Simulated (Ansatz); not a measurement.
**Energy ranking of InGa3P4 structures**

These are results of DFT PBE, scalar-relativistic, plane waves, PAW (Ansatz 0.2.0), not measurements. All cells share a 420 eV cutoff and Γ-centred k meshes spaced at most about 0.3 Å⁻¹ (about 0.25 or finer for metals, 2π included). No spin polarisation.

Formation energies are uncorrected and refer to the elements' standard structures at the same level. The references include black phosphorus.

These are static total energies at zero pressure. Only the structures computed here compete, so a lower one can exist. For metals, differences of a few meV/atom aren't resolved. Kohn–Sham gaps at this level usually fall short of measured ones. The reference form of P is held partly by dispersion forces, which this level lacks.

Invented guesses were relaxed alike, and ends that match in structure were merged. ΔE counts from the first row. Coordination counts P atoms around Ga and In (those within 1.25 times the shortest such distance or 1.15 times the sum of covalent radii, 1.27 where that leaves under three). The ends were matched against large subsets of the Crystallography Open Database and the Materials Project, so a missing match doesn't prove that a structure is unreported.

| # | reached from | type and space group | atoms | Å³/atom | coordination | ΔE (meV/atom) | gap on mesh (eV) | in databases | checks |
| --- | --- | --- | --- | --- | --- | --- | --- | --- | --- |
| 1 | In and Ga ordered on zinc blende sites | I-42m (No. 121) | 8 | 22.2 | In 4, Ga 4 | 0 | 1.16 | no match | - |
| 2 | In and Ga ordered on zinc blende sites | P-4m2 (No. 115) | 8 | 22.2 | In 4, Ga 4 | 5 | 1.11 | no match | phonons real on a 2×2×1 q mesh, imaginary between its points (to 18i cm⁻¹, which can come from the interpolation) |
| 3 | In and Ga ordered on zinc blende sites | P-43m (No. 215) | 8 | 22.2 | In 4, Ga 4 | 8 | 1.05 | no match | no imaginary mode at Γ (other wave vectors untested) |
| 4 | In and Ga ordered on rock salt sites | Cmmm (No. 65) | 8 | 18.2 | In 6, Ga 6 | 374 | 0.00 | no match | - |
| 5 | In and Ga ordered on rock salt sites | I4/mmm (No. 139) | 8 | 18.3 | In 6, Ga 6 | 382 | 0.00 | no match | - |
| 6 | In and Ga ordered on rock salt sites | P4/mmm (No. 123) | 8 | 18.3 | In 6, Ga 6 | 383 | 0.00 | no match | - |
| 7 | In and Ga ordered on rock salt sites | Pm-3m (No. 221) | 8 | 18.3 | In 6, Ga 6 | 397 | 0.00 | no match | - |

The lowest: Space group I-42m (No. 121), tetragonal, a = 5.620 Å, c = 11.220 Å. In is surrounded by 4 P at 2.55 Å; Ga on a site of symmetry -4 has 4 P at 2.40 Å; Ga on a site of symmetry -42m is surrounded by 4 P at 2.38 Å; P is surrounded by 3 Ga at 2.38–2.40 Å and 1 In at 2.55 Å. Its energy over the elements is −0.373 eV/atom. Whether it is stable depends on the other phases of the system, which aren't compared here. An observed structure of this formula, if there is one, may be missing.

```
In Ga P
1.0
    -2.81022    2.81022    5.61011
     2.81022   -2.81022    5.61011
     2.81022    2.81022   -5.61011
In Ga P
1 3 4
Direct
  0.50000 0.50000 0.00000
  0.75000 0.25000 0.50000
  0.00000 0.00000 0.00000
  0.25000 0.75000 0.50000
  0.10673 0.63296 0.00000
  0.36704 0.36704 0.47377
  0.63296 0.10673 0.00000
  0.89327 0.89327 0.52623
```

The second: Space group P-4m2 (No. 115), tetragonal, a = 3.965 Å, c = 11.288 Å. In has 4 P at 2.54 Å; Ga on a site of symmetry 2mm has 4 P at 2.39–2.40 Å; Ga on a site of symmetry -4m2 is surrounded by 4 P at 2.40 Å; around P on its first site lie 2 Ga at 2.39 Å and 2 In at 2.54 Å; 1 more site not described. Counting P atoms around Ga and In, the first and the second both have In 4, Ga 4. Shaken at random and relaxed again, row 2 came back. Shaken at random and relaxed again, row 3 came back. Cells without such a test can be saddle points.

```xyz
8
Lattice="3.9654 0.0000 0.0000 0.0000 3.9654 0.0000 0.0000 0.0000 11.2880" Properties=species:S:1:pos:R:3 pbc="T T T"
In    1.9827    1.9827    0.0000
Ga    0.0000    0.0000    8.3559
Ga    0.0000    0.0000    2.9322
Ga    1.9827    1.9827    5.6440
P     1.9827    0.0000    9.6980
P     0.0000    1.9827    1.5900
P     1.9827    0.0000    4.2889
P     0.0000    1.9827    6.9991
```

Some structure types and database cells were kept out of the candidates from the start, so a known form may be missing.
